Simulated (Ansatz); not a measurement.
## Si2W under changes of volume

One of the cells (13.479 Å³/atom); the others are scaled copies at fixed shape and fractional positions:

```
W Si
1.0
    -1.60690    1.60690    3.91495
     1.60690   -1.60690    3.91495
     1.60690    1.60690   -3.91495
W Si
1 2
Direct
  0.00000 0.00000 0.00000
  0.66530 0.66530 0.00000
  0.33470 0.33470 0.00000
```

| Property | Result |
| --- | --- |
| Program | Ansatz 0.2.0 |
| Functional | LDA |
| Potentials or basis | JTH PAW LDA |
| Cutoff | 1290 eV |
| Density cutoff | 6450 eV |
| k mesh | 12 × 12 × 12 |
| Occupations | fermi-dirac, width 0.05 eV |
| Spin | no spin polarisation |

| volume (Å³/atom) | energy over the lowest point (meV/atom) | pressure (GPa) | largest force (eV/Å) |
| --- | --- | --- | --- |
| 12.670 | 13.91 | 9.8 | 0.122 |
| 12.939 | 2.40 | 4.0 | 0.061 |
| 13.209 | 0.00 | -1.1 | 0.003 |
| 13.479 | 5.76 | -5.7 | 0.050 |
| 13.748 | 18.81 | -9.8 | 0.101 |
| 14.018 | ? | ? | ? |
| 14.287 | 63.85 | -16.7 | 0.193 |

**Question.** What does the run at 14.018 Å³/atom give?

**Answer.** Energy over the lowest point 38.41 meV/atom; pressure -13.4 GPa; largest force 0.148 eV/Å.

Worked out: A Birch-Murnaghan fit of order 3 (a polynomial in V^(-2/3)) to the other rows has its minimum at 13.15 Å³/atom with B0 = V·E''(V) = 242 GPa and B' = 4.4 at fixed shape and positions, which overstates the stiffness. It gives 38.44 meV/atom at 14.018 Å³/atom, against the run's 38.41, and -dE/dV = -13.5 GPa, against -13.4.

Energies are extrapolated to zero smearing.
